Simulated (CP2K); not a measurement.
# Pb in CP2K: convergence with cutoff ry

Pb:

```
Pb
1.0
     3.46694    0.00000    0.00000
    -1.01462    3.23710    0.00000
    -1.21800   -1.56054    2.76522
Pb
1
Direct
  0.99879 0.98826 0.99755
```

The cell isn't the ideal one: cell strained at random at fixed volume.

```yaml
Program: CP2K 2026.2
Task: single point
Functional: PBE
Potentials_or_basis: GTH_POTENTIALS Pb GTH-PBE-q4; DZVP-MOLOPT-SR-GTH basis
Density_cutoff: 1225 eV
k_mesh: 7 × 7 × 7
Occupations: fermi-dirac, width 0.0259 eV
Spin: no spin polarisation
```

These are the settings of the first run; the series varies cutoff ry, with any setting tied to it.

Hardware: 1 thread of Arm Neoverse V1 (shared host).

```
cutoff ry  energy less the tightest run, at zero smearing (meV/atom)  SCF cycles  CPU time (s)  peak memory (GiB)
    90 Ry                                                       0.01          11            10               0.16
   140 Ry                                                       0.00          11            12               0.16
   190 Ry                                                       0.00          11            11               0.17
   250 Ry                                                       0.00          11            12               0.18
   320 Ry                                                       0.00          11            13               0.19
   380 Ry                                                       0.00          11            12                0.2
   450 Ry                                                       0.00          11            13               0.21
   560 Ry                                                       0.00          11            12               0.25
   720 Ry                                                       0.00          11            15               0.29
```

Against the tightest run, the energy stays within 1 meV/atom from 90 Ry on. The tightest run that finished is the yardstick and may itself not be fully converged.

Caveat, for the tightest run too: the basis of atomic orbitals isn't converged, which shifts pressures, moduli and gaps. Spin-orbit coupling is left out, which matters for the levels of Pb.
